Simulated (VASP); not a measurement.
A run of VASP 6.6.1:

Contents of INCAR:

```
SYSTEM = SrTe
PREC = Accurate
ENCUT = 520
EDIFF = 1E-7
ISMEAR = -1
SIGMA = 0.01
LREAL = .FALSE.
LASPH = .TRUE.
NELM = 60
ALGO = Normal
ISIF = 2
LWAVE = .FALSE.
LCHARG = .FALSE.
GGA = PE
NBANDS = 15
```

The input KPOINTS:

```
regular mesh
0
G
  7 7 7
  0 0 0
```

Contents of POSCAR:

```
SrTe
1.0
    0.0000000000      3.3558353104      3.3558353104
    3.3558353104      0.0000000000      3.3558353104
    3.3558353104      3.3558353104      0.0000000000
Sr Te
1 1
Direct
    0.0000000000      0.0000000000      0.0000000000
    0.5000000000      0.5000000000      0.5000000000
```

Potentials or basis: VASP PAW PBE potentials, release 64 (Sr_sv, Te).

Run with:

```console
$ cat potpaw_PBE.64/Sr_sv/POTCAR potpaw_PBE.64/Te/POTCAR > POTCAR
$ mpirun -np 1 vasp_std > vasp.out
```

Hardware: 1 thread of Intel(R) Xeon(R) Platinum 8488C (Sapphire Rapids), with other jobs on the host.

**Question.** How long does it take, and how much memory?

**Answer.** It took 16 s on 1 thread of Intel(R) Xeon(R) Platinum 8488C (Sapphire Rapids) (shared host), peak memory 0.21 GiB. Counts: scf iterations 15, k points 20.
